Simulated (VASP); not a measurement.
A run of VASP 6.6.1 is set up as follows.

Contents of INCAR:

```
PREC = Accurate ; ENCUT = 520
EDIFF = 1E-6 ; ISMEAR = 0
SIGMA = 0.1 ; LREAL = False
LASPH = True ; NELM = 100
ALGO = Fast ; ISIF = 2
LWAVE = False ; LCHARG = True
GGA = PS ; LELF = True
LVHAR = True ; NBANDS = 13
```

Contents of KPOINTS:

```
Automatic mesh
0
Gamma
  16 16 16
```

POSCAR

```
Sn
1.0
   -1.6691661090      1.8588734207      2.2146203248
    1.6691661090     -1.8588734207      2.2146203248
    1.6691661090      1.8588734207     -2.2146203248
Sn
1
Direct
    0.0000000000      0.0000000000      0.0000000000
```

Potentials or basis: VASP PAW PBE potentials, release 64 (Sn_d).

Run with:

```bash
$ cat potpaw_PBE.64/Sn_d/POTCAR > POTCAR
$ mpirun -np 1 vasp_std > vasp.out
```

(1) What does it give for the pressure?

(2) Predict the band gap on the k mesh.

## Answers

(1) -1.8 GPa.

(2) none (metal or under the smearing width).

Caveat: the PAW data sets were made with another functional, which shifts forces and pressure a little.
